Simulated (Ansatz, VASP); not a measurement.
EuO: VASP beside Ansatz

```
Eu O
1.0
     0.00000    2.53719    2.53719
     2.53719    0.00000    2.53719
     2.53719    2.53719    0.00000
Eu O
1 1
Cartesian
  0.0000 0.0000 0.0000
  2.5372 2.5372 2.5372
```

Change from the starting cell: volume scaled by 0.96.

Alike in both runs: task single point; functional PBEsol; k mesh 9 × 9 × 9; occupations fermi-dirac, width 0.05 eV; collinear spin, ferromagnetic start.

```csv
,VASP,Ansatz
version,VASP 6.6.1,Ansatz 0.2.0
potentials or method,"VASP PAW PBE potentials, release 64 (Eu, O)",Ansatz PAW
plane-wave cutoff (eV),520,420
valence electrons in the cell,23,23
```

VASP gave:

- gap on the k mesh at the Fermi level (eV): none
- pressure (GPa): -6.5
- net moment per atom (μB): 3.47
- size of the moment on the site where the two differ most (μB): 0.10

Which values does Ansatz return?

gap on the k mesh at the Fermi level (eV): none; pressure (GPa): -6.1; net moment per atom (μB): 3.47; size of the moment on the site where the two differ most (μB): 0.08.

Site moments also hang on the region over which each program counts them. A gap of «none» marks a metal or a gap that the smearing closes.

Caveats: spin-orbit coupling is left out, which moves the levels of the heavy elements; a cell with one magnetic atom can't hold antiferromagnetic order, which such compounds often take; without U or exact exchange the open f shell lies at the Fermi level, which spoils levels, moments and volumes; the PAW data sets were made with another functional, which shifts forces and pressure a little (VASP); the pressure holds a Pulay correction of +0.5 GPa for the finite cutoff (Ansatz); the PAW data sets come from PBE, with cores solved anew for the run's functional, which leaves a small shift of forces and pressure (Ansatz). The state reached can hang on the start; a lower one may exist.
